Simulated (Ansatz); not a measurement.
Runs of Ansatz 0.2.0 on NiO. It takes space group Fm-3m (No. 225, cubic). The conventional cell has a = 4.172 Å, b = 4.172 Å, c = 4.172 Å, α = 90.00°, β = 90.00°, γ = 90.00°. Ni (site symmetry m-3m) is surrounded by 6 O at 2.09 Å. O (site symmetry m-3m) is surrounded by 6 Ni at 2.09 Å. 

```tsv
task	level	cell	k mesh	cutoff (eV)	gap on the mesh (eV)	pressure (GPa)	moment (μB)	relaxed volume (Å³/atom)
relaxation of cell and atoms	revPBE	relaxed	11 × 11 × 11	-	-	0.0	(c)	9.67
elastic constants	PBEsol	as given	8 × 8 × 8	404	none	-5.7	1.58	-
band structure	revPBE	as given	11 × 11 × 11	378	-	11.6	(b)	-
phonons	LDA	as given	8 × 8 × 8	404	none	-	(a)	-
relaxation of cell and atoms	RPBE	relaxed	11 × 11 × 11	-	-	0.0	1.95	(d)
band structure	LDA	as given	11 × 11 × 11	378	-	-19.8	0.30	-
band structure	PBEsol	as given	11 × 11 × 11	378	-	-6.8	1.48	-
relaxation of cell and atoms	PBEsol+D4	relaxed	11 × 11 × 11	-	-	0.0	1.29	8.64
```

Alike in all rows: potentials or basis all-electron LAPW, scalar-relativistic; spin collinear, ferromagnetic start; smearing fermi-dirac 0.05 eV; basis error allowed 0.001 eV/atom.

Question: Estimate the missing entries.

Answer: (a) 0.72; (b) 1.84; (c) 1.93; (d) 9.77.

Caveats: a cell with one magnetic atom can't hold antiferromagnetic order, which such compounds often take (some runs); semilocal functionals often make such compounds metallic where correlation or magnetic order opens a gap, which also shifts bond lengths (some runs); the k mesh is thin for a metal, which can move the energy by tens of meV per atom (some runs); a metal's response needs a denser mesh (some runs); the cell is more than 3 GPa from zero pressure, which shifts response properties (some runs); elastic constants of metals need much finer meshes, so these are rough (some runs); so large a pressure means that the cell lies far from this level's equilibrium, or that cutoff or potentials fall short (some runs).

A gap of «none» marks a metal or a gap under the smearing width.

Runs at the PBE level aren't shown here.
